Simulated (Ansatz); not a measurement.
A crystal relaxed with r2SCAN in the plane-wave code Ansatz has space group P6_3mc (No. 186) and a = 3.078 Å, c = 10.077 Å.

```csv
atom,site,x,y,z
Xx,2a,0.0000,0.0000,0.9999
Xx,2b,0.3333,0.6667,0.2499
C,2a,0.0000,0.0000,0.1873
C,2b,0.3333,0.6667,0.4379
```

The r2SCAN gap is indirect, 2.60 eV (Γ to M), below the direct gap of 3.78 eV at M. HSE06 gives an indirect gap of 3.14 eV, from Γ to M; the least direct gap is 4.37 eV at M. The PBE gap is indirect, 2.23 eV (Γ to M), below the direct gap of 3.35 eV at M. Meshes: r2SCAN 12×12×4, HSE06 6×6×2, PBE 12×12×4. r2SCAN's ε∞ is 6.5 along x and y, 6.8 along z.

Task: Which element is Xx?
A. Sn
B. Si
C. Pb
D. Ge

Result: B. Xx is Si: SiC in the 4H polytype structure. Around Si lie 4 C at 1.88–1.89 Å; around Si lie 4 C at 1.89 Å; around C lie 4 Si at 1.89 Å; around C lie 4 Si at 1.88–1.89 Å.

(Simulation; spin polarisation is off.)

The meshes of the hybrids are coarse, so their gaps aren't converged to the digits shown.
